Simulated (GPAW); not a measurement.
Here is a GPAW 26.7.0 calculation.

File run.py:

```python
from ase import Atoms
from ase.calculators.vdwcorrection import vdWTkatchenko09prl
from ase.dft.bandgap import bandgap
from ase.io import write
from gpaw import GPAW
from gpaw.analyse.hirshfeld import HirshfeldPartitioning
from gpaw.analyse.vdwradii import vdWradii
from gpaw.mpi import world

atoms = Atoms(['As', 'B'],
              cell=[[0.0, 2.3885, 2.3885],
                    [2.3885, 0.0, 2.3885],
                    [2.3885, 2.3885, 0.0]],
              scaled_positions=[[0.75, 0.75, 0.75],
                                [0.0, 0.0, 0.0]],
              pbc=True)

calc = GPAW(mode='lcao',
            h=0.16,
            basis='dzp',
            xc='PBE',
            kpts={'size': (10, 10, 10), 'gamma': True},
            occupations={'name': 'fermi-dirac', 'width': 0.05},
            convergence={'density': 1e-05, 'energy': 1e-05},
            maxiter=150,
            legacy_gpaw=True,
            txt='gpaw.txt')
atoms.calc = calc
energy = atoms.get_potential_energy()
forces = atoms.get_forces()
calc.write('gs.gpw')
write('result.traj', atoms)
print(f'Energy: {energy:.6f} eV')
print('Forces (eV/A):')
print(forces.round(4))
print('Fermi level:', round(calc.get_fermi_level(), 4), 'eV')
print(f'Gap: {bandgap(calc)[0]:.4f} eV, direct: {bandgap(calc, direct=True)[0]:.4f} eV')

hirshfeld = HirshfeldPartitioning(calc)
print('Hirshfeld volume ratios:', *hirshfeld.get_effective_volume_ratios().round(4))
atoms.calc = vdWTkatchenko09prl(hirshfeld, vdWradii(atoms.get_chemical_symbols(), 'PBE', world=world), Rmax=15.0, txt='-')
total = atoms.get_potential_energy()
print(f'Energy with TS dispersion: {total:.6f} eV, dispersion {total - energy:.6f} eV')
print('Forces with TS dispersion:', *atoms.get_forces().round(5).ravel())
```

Potentials or basis: GPAW PAW data sets (gpaw-data 1.2.1), lcao:dzp.

Run with:

```sh
$ OMP_NUM_THREADS=1 python run.py
```

(1) What does it give for the dispersion energy per atom?

(2) Predict the band gap on the k mesh.

Results:

(1) -0.237 eV.

(2) 1.26 eV, indirect (least direct gap 3.44 eV).

Caveat: the real-space grid adds noise to forces; the basis of atomic orbitals isn't converged, which shifts pressures, moduli and gaps.
